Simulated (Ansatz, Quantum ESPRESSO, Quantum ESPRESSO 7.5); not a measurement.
# blue phosphorene, 1 layer: response to a perpendicular field

How does blue phosphorene, 1 layer respond to a gate-like field without added charge?

Main program and level: Quantum ESPRESSO 7.5; plane-wave DFT, PBE, GBRV ultrasoft pseudopotentials (geometry and cross-check by Ansatz 0.2.0 with PAW datasets; geometry under PBE).

### Step 1. Starting point

The cell holds 2 atoms: 2 P. Cell: a = 3.280 Å, b = 3.280 Å, c = 18.240 Å, α = 90.0°, β = 90.0°, γ = 120.0°. It derives from P. Vacuum lies along c.

Structure file:

```cif
data_structure
_symmetry_space_group_name_H-M 'P 1'
_symmetry_Int_Tables_number 1
_cell_length_a 3.2800
_cell_length_b 3.2800
_cell_length_c 18.2400
_cell_angle_alpha 90.000
_cell_angle_beta 90.000
_cell_angle_gamma 120.000
_cell_volume 169.94
loop_
_atom_site_label
_atom_site_type_symbol
_atom_site_fract_x
_atom_site_fract_y
_atom_site_fract_z
_atom_site_occupancy
P1 P 0.66667 0.33333 0.46601 1
P2 P 0.33333 0.66667 0.53399 1
```

### Step 2. Geometry from Ansatz

The geometry comes first, from a plane-wave PAW code, so that the later runs on this slab share one structure.

Input file input.yaml:

```yaml
crystal:
  lattice:
    - [3.28, 0.0, 0.0]
    - [-1.64, 2.8405633244, 0.0]
    - [0.0, 0.0, 18.24]
  atoms:
    - { symbol: P, position: [0.6666666667, 0.3333333333, 0.4660087719] }
    - { symbol: P, position: [0.3333333333, 0.6666666667, 0.5339912281] }
kpoints:
  mp_grid: { grid: [12, 12, 1] }
hamiltonian:
  xc: pbe
scf:
  occupations: { method: fermi_dirac, width: 0.05 }
  convergence: { dr2_threshold: 1.0e-08 }
efield:
  axis: 3
  dipole_correction: true
  ramp_position: 0.97
  ramp_width: 0.04
relax:
  f_tol: 0.01
  cell: { fix: [c, alpha, beta] }
output:
  write_potential: true
  write_density: true
  volumetric_format: npy
```

Run with:

```bash
> ansatz run input.yaml --threads 2 --pin off --max-ram 4096MiB --backend cpu --events-out ev --progress --plain --runs-dir out
```

Numbers of over 12 decimals in the logs are rounded to 6 here.

The log of the run:

```text
Warning: relax.cell: scf.convergence.dr2_threshold = 1e-8 eV is looser than the 2e-10 eV advised for a relaxation that steers and ends on the stress (1e-10 eV for each atom of the cell: 2). What an SCF threshold leaves in a stress goes as its square root, and in the free energy as the threshold itself, and one threshold admits the most on a small cell: [figures from the program's tests cut] Set scf.convergence.dr2_threshold to 2e-10 eV or tighter. The threshold is an SCF's pass mark: one that does not reach it within its budget of iterations ends unconverged, or closes short of it on a stop that the run arms, and scf.convergence.dr2_threshold's page says what that costs each kind of run
Engine: ansatz 0.2.0, aarch64-unknown-linux-gnu
Pseudopotentials: kind: paw
Pseudopotential: P, paw, valence charge 5, recommended cutoff 420 eV (normal), P.paw.azcp
Functional definition: PBE
  parameter kappa = 0.804
  parameter beta = 0.066725
  exchange = pbe_x(kappa = kappa, mu = beta*pi^2/3)
  correlation = pbe_c(beta = beta)
Crystal: 2 atoms, lattice volume = 169.943 Å³
Basis set: ecut = 420 eV, 3373 PW (Γ), exchange–correlation on 48×48×250 points (8 copies of the dense FFT grid, shifted against one another)
Bands: 9, of which v1, the nominal top of the filled ones, is band 5 counted from 1 (4 counted from 0)
Symmetry: 6 space group operations
k-points: 19 of 144 (time reversal used)
Non-local potential: P, projectors of the file, l = 0: 2, l = 1: 2, l = 2: 2
PAW form: soft (Blöchl's): semilocal exchange-correlation on the pseudo side does not see the compensation charge
PAW one-centre angular grid: P, 110 points (default); XC on 64 Gauss nodes
Initial density: superposition of atomic densities (neutral atoms: chi_scale 0, normalization atom), corrected by the library's trained network
Initial wavefunctions: pseudopotential atomic-orbital guess
Functional: x = pbe(κ = 0.804, μ = 0.219515), c = pbe(β = 0.066725)
SCF iter   1: F=—  HF=-1511.324505 eV  |F-HF|=—  |Δ(HF+E_count)|=         —  Δρ=1.42e-3  dr2=3.65e-3  ethr=1.77e-3  p=-0.000 e·Å  D=-5.55e-5 V/Å  ΔV_dip=0.00 eV  dr2_dipole=1.54e-8  V_vac-E_F(+/−)=5.18/5.18 eV  ⟨swp⟩=8.9  Hψ=1844  notcnv=0
efield: sawtooth ramp at fractional position 0.9700 (set: `efield.ramp_position`, or a place that a band, a saddle search or an elastic batch's reference lends), width 0.0400; the density the first Hamiltonian is built on has a dipole p = -0.000 e·Å; the dipole correction subtracts the counter field D = -5.55e-5 V/Å, which shifts the + side's vacuum level by +0.00 eV against the − side's; the planar-averaged density in the ramp window peaks in size at 6.2e-6 e/Å³
preconditioner: auto → none  [insulator: Δε(μ)=1.877 eV  Ē_g=10.018 eV  σ=0.050 eV  W_gap=1.00  n_scr=8 (ndim 8)  ℏωp=9.0 eV  f_vac=0.687  D(μ)=0.00/eV (n_scr^D=0)  ε∞_Penn≈1.8]
SCF iter   2: F=—  HF=-1511.323567 eV  |F-HF|=—  |Δ(HF+E_count)|=   9.38e-4  Δρ=6.36e-4  dr2=6.36e-4  ethr=3.65e-5  p=0.000 e·Å  D=3.51e-5 V/Å  ΔV_dip=-0.00 eV  dr2_dipole=1.08e-7  V_vac-E_F(+/−)=5.18/5.18 eV  ⟨swp⟩=2.6  Hψ=467  notcnv=0
SCF iter   3: F=—  HF=-1511.323529 eV  |F-HF|=—  |Δ(HF+E_count)|=   3.81e-5  Δρ=1.36e-4  dr2=7.10e-5  ethr=6.36e-6  p=-0.000 e·Å  D=-5.05e-4 V/Å  ΔV_dip=0.01 eV  dr2_dipole=6.54e-6  V_vac-E_F(+/−)=5.19/5.18 eV  ⟨swp⟩=2.4  Hψ=309  notcnv=0
SCF iter   4: F=—  HF=-1511.323561 eV  |F-HF|=—  |Δ(HF+E_count)|=   3.20e-5  Δρ=1.47e-4  dr2=2.81e-4  ethr=7.10e-7  p=0.001 e·Å  D=1.52e-3 V/Å  ΔV_dip=-0.03 eV  dr2_dipole=5.66e-5  V_vac-E_F(+/−)=5.18/5.21 eV  ⟨swp⟩=2.9  Hψ=270  notcnv=0
SCF iter   5: F=—  HF=-1511.323520 eV  |F-HF|=—  |Δ(HF+E_count)|=   4.03e-5  Δρ=4.18e-5  dr2=8.17e-6  ethr=7.10e-7  p=-0.000 e·Å  D=-1.92e-4 V/Å  ΔV_dip=0.00 eV  dr2_dipole=9.11e-7  V_vac-E_F(+/−)=5.20/5.19 eV  ⟨swp⟩=2.2  Hψ=213  notcnv=0
SCF iter   6: F=—  HF=-1511.323493 eV  |F-HF|=—  |Δ(HF+E_count)|=   2.70e-5  Δρ=1.08e-5  dr2=1.19e-7  ethr=8.17e-8  p=-0.000 e·Å  D=-2.11e-5 V/Å  ΔV_dip=0.00 eV  dr2_dipole=8.14e-9  V_vac-E_F(+/−)=5.19/5.19 eV  ⟨swp⟩=2.2  Hψ=238  notcnv=0
SCF iter   7: F=-1511.323494 eV  HF=-1511.323494 eV  |F-HF|=8.63e-9  |Δ(HF+E_count)|=   3.00e-7  Δρ=2.24e-6  dr2=6.75e-9  ethr=1.00e-10  p=-0.000 e·Å  D=-2.65e-6 V/Å  ΔV_dip=0.00 eV  dr2_dipole=3.10e-10  V_vac-E_F(+/−)=5.19/5.19 eV  ⟨swp⟩=8.6  Hψ=1277  notcnv=0
SCF 1 converged in 7 iterations: F = -1511.323494 eV  dr2 = 6.75e-9
  greatest PAW one-centre occupation: 0.818 electrons in one spin orbital (limit 2), on the P atom at site 1 (counted from 0), in its partial waves of l = 0
relax step   1: F+E_penalty+E_count = -1511.32349366 eV  Δ(F+E_penalty+E_count) = +0.000e0 eV  max|allowed force component| = 2.644e-2 eV/Å  Δτ_max = 0.0000 Å  P = +0.024 GPa  Ω = 169.943 Å³  fix = [c, alpha, beta]  reactions: c +0.031 GPa  (7 SCF iters, accepted)
Crystal: 2 atoms, lattice volume = 169.897 Å³
Initial density: handed on by an earlier stage of this run
Initial wavefunctions: those handed on with the density
iter 1 solved again at ethr=8.88e-8 eV; its pass at ethr=3.10e-3 eV (dr2=8.88e-6 eV) is discarded
SCF iter   1: F=—  HF=-1511.323513 eV  |F-HF|=—  |Δ(HF+E_count)|=         —  Δρ=5.33e-5  dr2=8.31e-6  ethr=8.88e-8  p=-0.000 e·Å  D=-2.64e-6 V/Å  ΔV_dip=0.00 eV  dr2_dipole=3.09e-10  V_vac-E_F(+/−)=5.19/5.19 eV  ⟨swp⟩=3.4  Hψ=1654  notcnv=0
efield: sawtooth ramp at fractional position 0.9700 (set: `efield.ramp_position`, or a place that a band, a saddle search or an elastic batch's reference lends), width 0.0400; the density the first Hamiltonian is built on has a dipole p = -0.000 e·Å; the dipole correction subtracts the counter field D = -2.64e-6 V/Å, which shifts the + side's vacuum level by +0.00 eV against the − side's; the planar-averaged density in the ramp window peaks in size at 3.9e-8 e/Å³
preconditioner: auto → none  [insulator: Δε(μ)=1.929 eV  Ē_g=10.014 eV  σ=0.050 eV  W_gap=1.00  n_scr=8 (ndim 8)  ℏωp=9.0 eV  f_vac=0.683  D(μ)=0.00/eV (n_scr^D=0)  ε∞_Penn≈1.8]
SCF iter   2: F=—  HF=-1511.323512 eV  |F-HF|=—  |Δ(HF+E_count)|=   7.32e-7  Δρ=1.95e-5  dr2=4.46e-7  ethr=8.31e-8  p=0.000 e·Å  D=1.02e-5 V/Å  ΔV_dip=-0.00 eV  dr2_dipole=2.45e-9  V_vac-E_F(+/−)=5.19/5.19 eV  ⟨swp⟩=2.1  Hψ=238  notcnv=0
SCF iter   3: F=—  HF=-1511.323512 eV  |F-HF|=—  |Δ(HF+E_count)|=   6.91e-8  Δρ=7.59e-6  dr2=1.77e-7  ethr=4.46e-9  p=-0.000 e·Å  D=-3.31e-5 V/Å  ΔV_dip=0.00 eV  dr2_dipole=2.73e-8  V_vac-E_F(+/−)=5.19/5.19 eV  ⟨swp⟩=2.8  Hψ=268  notcnv=0
SCF iter   4: F=—  HF=-1511.323512 eV  |F-HF|=—  |Δ(HF+E_count)|=   1.26e-7  Δρ=8.64e-6  dr2=9.30e-7  ethr=1.77e-9  p=0.000 e·Å  D=8.71e-5 V/Å  ΔV_dip=-0.00 eV  dr2_dipole=1.87e-7  V_vac-E_F(+/−)=5.19/5.19 eV  ⟨swp⟩=2.5  Hψ=255  notcnv=0  recentre
SCF iter   5: F=-1511.323512 eV  HF=-1511.323512 eV  |F-HF|=2.80e-10  |Δ(HF+E_count)|=   1.44e-7  Δρ=1.75e-6  dr2=2.67e-9  ethr=1.00e-10  p=-0.000 e·Å  D=-1.07e-6 V/Å  ΔV_dip=0.00 eV  dr2_dipole=2.36e-11  V_vac-E_F(+/−)=5.19/5.19 eV  ⟨swp⟩=9.5  Hψ=1215  notcnv=0
SCF 2 converged in 5 iterations: F = -1511.323512 eV  dr2 = 2.67e-9
relax step   2: F+E_penalty+E_count = -1511.32351201 eV  Δ(F+E_penalty+E_count) = -1.835e-5 eV  max|allowed force component| = 3.193e-3 eV/Å  Δτ_max = 0.0010 Å  P = +0.010 GPa  Ω = 169.897 Å³  energy of the carried Pulay correction = +1.349e-6 eV  fix = [c, alpha, beta]  reactions: c -0.003 GPa  (5 SCF iters, accepted)
Initial wavefunctions: pseudopotential atomic-orbital guess (no wavefunctions were taken with the density)
iter 1 solved again at ethr=1.84e-6 eV; its pass at ethr=3.10e-3 eV (dr2=1.84e-4 eV) is discarded
SCF iter   1: F=—  HF=-1511.323535 eV  |F-HF|=—  |Δ(HF+E_count)|=         —  Δρ=1.95e-6  dr2=3.81e-9  ethr=1.84e-6  p=-0.000 e·Å  D=-1.07e-6 V/Å  ΔV_dip=0.00 eV  dr2_dipole=2.27e-11  V_vac-E_F(+/−)=5.19/5.19 eV  ⟨swp⟩=3.4  Hψ=2392  notcnv=0
efield: sawtooth ramp at fractional position 0.9700 (set: `efield.ramp_position`, or a place that a band, a saddle search or an elastic batch's reference lends), width 0.0400; the density the first Hamiltonian is built on has a dipole p = -0.000 e·Å; the dipole correction subtracts the counter field D = -1.07e-6 V/Å, which shifts the + side's vacuum level by +0.00 eV against the − side's; the planar-averaged density in the ramp window peaks in size at 4.1e-8 e/Å³
eigensolver tolerance schedule: the retry pair's looser diagonalisation over-reported the residual by 48192.41 of it (diagonalisation noise at an unbounded share of the residual, at the tolerance the schedule requests for it); recorded, not acted on — ethr = c·dr2/N_el stays at c = 1.0e-1
preconditioner: auto → none  [insulator: Δε(μ)=1.931 eV  Ē_g=10.014 eV  σ=0.050 eV  W_gap=1.00  n_scr=8 (ndim 8)  ℏωp=9.0 eV  f_vac=0.683  D(μ)=0.00/eV (n_scr^D=0)  ε∞_Penn≈1.8]
SCF iter   2: F=—  HF=-1511.323511 eV  |F-HF|=—  |Δ(HF+E_count)|=   2.34e-5  Δρ=9.38e-7  dr2=1.51e-9  ethr=3.81e-11  p=0.000 e·Å  D=2.41e-6 V/Å  ΔV_dip=-0.00 eV  dr2_dipole=1.54e-10  V_vac-E_F(+/−)=5.19/5.19 eV  ⟨swp⟩=16.0  Hψ=1788  notcnv=0
SCF iter   3: F=-1511.323511 eV  HF=-1511.323511 eV  |F-HF|=5.74e-9  |Δ(HF+E_count)|=  7.52e-10  Δρ=7.38e-7  dr2=5.18e-9  ethr=1.51e-11  p=-0.000 e·Å  D=-6.45e-6 V/Å  ΔV_dip=0.00 eV  dr2_dipole=1.03e-9  V_vac-E_F(+/−)=5.19/5.19 eV  ⟨swp⟩=7.0  Hψ=1027  notcnv=0
SCF 3 converged in 3 iterations: F = -1511.323511 eV  dr2 = 5.18e-9
relax step   3: F+E_penalty+E_count = -1511.32351130 eV  Δ(F+E_penalty+E_count) = +7.102e-7 eV  max|allowed force component| = 3.168e-3 eV/Å  Δτ_max = 0.0000 Å  P = +0.010 GPa  Ω = 169.897 Å³  fix = [c, alpha, beta]  reactions: c -0.004 GPa  stress off target by 1.70e-2 GPa on what of the cell is left free  SCF on the basis re-selected at this cell (its energy is not comparable with the rows above)  (3 SCF iters)
basis re-selected at this cell: Δ(F+E_penalty+E_count) = +7.102e-7 eV, ΔP = -0.000 GPa vs the last step (what re-selecting the basis moved, of the pressure what is left beyond the Pulay correction that the steps carried, after the strain that the cell walked since its last selection, with what the two solves' SCF thresholds leave and, on support functions, any second-order correction that the steps lacked; it is no m [...]
SCF converged after 3 iterations
Free energy (F): -1511.323511 eV
Harris-Foulkes:  -1511.323511 eV  (|F-HF|=5.74e-9)
Internal energy: -1511.323511 eV  (E = F + TS)
E sigma→0 (E₀):  -1511.323511 eV
Fermi energy:    -2.401594 eV
Dipole field:    D = 0.000040 V/Å  (p = 0.000038 e·Å, saw-weighted, corrected)
Work function:   Φ+ = 5.1912 eV   Φ− = 5.1920 eV
Levels:          The Fermi level and band energies are counted from a zero that moves with the ramp; work functions are not
--- Per-component energies (eV) ---
  E_band       = -85.748481
  E_kinetic    = 138.593915
  E_local      = -2185.982842  (includes V_loc(G=0)·N_el)
  E_nonlocal   = 67.939854
  E_hartree    = 1014.342438
  E_xc         = -121.806676
  E_vxc        = -119.917341  (∫ρ·V_xc dr)
  E_paw        = -1138.662612  (= ΣΔE_a)
  E_vpaw       = -15.066894  (= ΣTr[D̂ρ^β])
  E_aug_tail   = 0.000007  (compensation charges beyond the density's cutoff)
  E_efield     = 0.000000  (sawtooth field / dipole correction)
  E_vefield    = -0.000074  (∫n·V_field dr)
  E_ewald      = 714.252405
  E_smearing   = -0.000000  (= −TS)
  E_closure    = -0.000000  (closes the sum)
  Σ components = -1511.323511   (vs F -1511.323511, Δ=0.00e0)
--- Forces (eV/Å), atoms counted from 1 ---
  atom   1  P      0.00000000     0.00000000     0.00316437
  atom   2  P      0.00000000    -0.00000000    -0.00317250
  max |Σ_I F_I| component: 8.12e-6 eV/Å
--- Stress (GPa, compression-positive) ---
        0.016961      -0.000000       0.000000
       -0.000000       0.016961       0.000000
        0.000000       0.000000      -0.003631
  P = ⅓ Tr σ = 0.0101 GPa (0.101 kbar)
--- Band table (eV; the first three rows and the last of 19) ---
  k-point 0: bands = ["-17.4936", "-9.7737", "-3.7831", "-3.5037", "-3.5037", "0.3842", "0.5217", "0.5217", "1.9878"]
  k-point 1: bands = ["-17.3818", "-9.6995", "-4.3879", "-3.7514", "-3.7176", "0.2022", "0.8377", "1.2457", "2.1313"]
  k-point 2: bands = ["-17.0489", "-9.5231", "-5.9731", "-4.2868", "-3.5517", "-0.4664", "1.4747", "2.2277", "2.5303"]
  k-point 18: bands = ["-13.0169", "-13.0169", "-8.7196", "-5.1012", "-5.1012", "-1.2011", "2.1525", "2.1525", "4.9035"]
--- Relaxed structure (2 steps of the walk, 2 accepted, 1 SCFs on fresh bases) ---
  F+E_penalty+E_count = -1511.32351130 eV   max|allowed force component| = 3.168e-3 eV/Å   (the final SCF, on the basis selected at the relaxed cell)
  cell:  # Å, volume = 169.8973 Å³
    - [3.279560, 0.0, 0]
    - [-1.639780, 2.840182, 0]
    - [0, 0, 18.24]
  atoms:
    - { symbol: P, position: [0.666667, 0.333333, 0.465956] }
    - { symbol: P, position: [0.333333, 0.666667, 0.534044] }
```

Wall time 5.9 s (2 threads of Arm Neoverse V1, shared host); peak memory 0.39 GiB.

Little changed from the start: no atom moved by 0.005 Å and no cell edge by 0.1 %.

Read from the output:

```
free energy                                                      : -1511.3235 eV
Fermi energy                                                     : -2.402 eV
gap by band count                                                : 1.931 eV
symmetry operations                                              : 6
dipole along the normal                                          : 3.79e-5 e·Å
vacuum level at the upper face over a Fermi level inside the gap : 5.191 eV
vacuum level at the lower face over a Fermi level inside the gap : 5.192 eV
```

(Part 1 of 5 ends here.)

[Logs are printed without paths, hosts, clocks, repeated set-up lines and the standing remarks that a program may print on its own settings, such as how far it seeks lower states.]

[Hosts, paths, dates, database ids (printed as entryN), source tags and the programs' standing remarks are cut or masked in the printed files.]

[Maps of the electrostatic potential energy from Ansatz leave out the sawtooth potential of an applied field or a dipole correction, so their vacuum need not be flat; planar profiles and work functions include it.]
